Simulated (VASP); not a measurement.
Input:

```
AlSb
1.0
    0.00000     3.01957     3.01957
    3.01957     0.00000     3.01957
    3.01957     3.01957     0.00000
Al Sb
1 1
Cartesian
  0.00000   0.00000   0.00000
  1.50978   1.50978   1.50978
```

Calculation: PBE0 hybrid, VASP's PBE PAW potentials (set 64) (plane waves; VASP). Numerical set-up: 520 eV cut-off, 6×6×6 Γ-centred mesh, Gaussian smearing of 0.050 eV, potentials Al Sb.

Unless said otherwise, spin-orbit coupling is left out, though it shifts the bands of the heavy elements here.

What does the run give for the energy per atom (σ→0), pressure, band gap (on the k-mesh) with the smallest direct gap where there is one?

| Item | Value |
|---|---|
| band gap (on the k-mesh) | 2.36 eV |
| smallest direct gap (on the k-mesh) | 3.48 eV |
| energy per atom (σ→0) | -5320 meV/atom |
| pressure | 3.53 GPa |

The absolute energy has meaning only against runs of the same code, potentials and settings.

The compound is AlSb in the zinc blende structure. This cell is one point of a volume scan, at 0.91 of the reference volume. The cell's shape comes from a PBE relaxation.
